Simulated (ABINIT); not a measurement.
The system is BN.

```
N B
1.0
     2.49824    0.00000    0.00000
    -1.24912    2.16354    0.00000
     0.00000    0.00000    6.63570
N B
2 2
Direct
  0.66667 0.33333 0.25000
  0.33333 0.66667 0.75000
  0.66667 0.33333 0.75000
  0.33333 0.66667 0.25000
```

Base run:

| Item | Value |
| --- | --- |
| Program | ABINIT 10.8.3 (patched build) |
| Functional | PBE |
| Potentials or basis | JTH PAW PBE v2.0 |
| Cutoff | 707 eV |
| k mesh | 16 × 16 × 5 |
| Occupations | fermi-dirac, width 0.05 eV |
| Spin | no spin polarisation |

Its results: band gap on the k mesh 4.24 eV, indirect (least direct gap 4.68 eV); pressure 5.3 GPa.

Q: After a change of settings the same cell gave: band gap on the k mesh 4.67 eV, direct; pressure 5.4 GPa. Which change was it?
A. k mesh from 16 × 16 × 5 to 7 × 7 × 2
B. potentials or basis from JTH PAW PBE v2.0 to SG15 NC PBE v1.2; cutoff from 707 eV to 1143 eV; k mesh from 16 × 16 × 5 to 12 × 12 × 4
C. k mesh from 16 × 16 × 5 to 5 × 5 × 2
D. functional from PBE to PW91; k mesh from 16 × 16 × 5 to 12 × 12 × 4

A: C.

Caveats: some runs use coarse meshes; an odd mesh through Γ misses points on the zone boundary, where band edges often lie; this functional lacks dispersion, which binds the layers, so the pressure and a relaxed spacing across them are unreliable.

Not every run made on this cell is shown here.
